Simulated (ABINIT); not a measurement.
Set up this calculation in ABINIT 10.8.3 (patched build), as the native input.

```yaml
Task: single point
Functional: PBE
Potentials_or_basis: JTH PAW PBE v2.0
Cutoff: 626 eV
k_mesh: 7 × 7 × 7
Occupations: fermi-dirac, width 0.05 eV
Spin: no spin polarisation
Fine-grid_cutoff: 1224.51 eV
Exchange_and_correlation_inside_the_PAW_spheres: full angular mesh (pawxcdev 0, this build's default; the released program takes 1)
```

The system is SrO.

```
CELL_PARAMETERS angstrom
0.00000 2.56630 2.56630
2.56630 0.00000 2.56630
2.56630 2.56630 0.00000
ATOMIC_POSITIONS crystal
Sr 0.50000 0.50000 0.50000
O 0.00000 0.00000 0.00000
```

The input as run:

run.abi

```
pp_dirpath "./"
pseudos "Sr.GGA_PBE-JTH.xml, O.GGA_PBE-JTH.xml"

acell 6.8583759662 6.8583759662 6.8583759662
rprim
     0.0000000000     0.7071067812     0.7071067812
     0.7071067812     0.0000000000     0.7071067812
     0.7071067812     0.7071067812     0.0000000000
ntypat 2
znucl 38 8
natom 2
typat 1 2
xred
     0.5000000000     0.5000000000     0.5000000000
     0.0000000000     0.0000000000     0.0000000000

ecut 23.0
pawecutdg 45.0

kptopt 1
ngkpt 7 7 7
nshiftk 1
shiftk 0.0 0.0 0.0

ixc 11

nband 12
occopt 3
tsmear 0.00183747

nstep 100
tolvrs 1.0e-9

iomode 3
prtwf 0
prtden 0
prteig 0
prtebands 0
```

Potentials or basis: JTH PAW PBE v2.0.

The run is started by

```console
$ abinit run.abi > log 2>&1
```

Results of the run:

- Pressure: 3.0 GPa
- Band gap on the k mesh: 3.41 eV, indirect (least direct gap 3.49 eV)
- Valence electrons inside the program's atomic spheres: Sr 7.36; O 4.52

Caveat: an odd mesh through Γ misses points on the zone boundary, where band edges often lie.

It took 9.6 s on 1 thread of Arm Neoverse V2, on a shared host, peak memory 0.1 GiB.
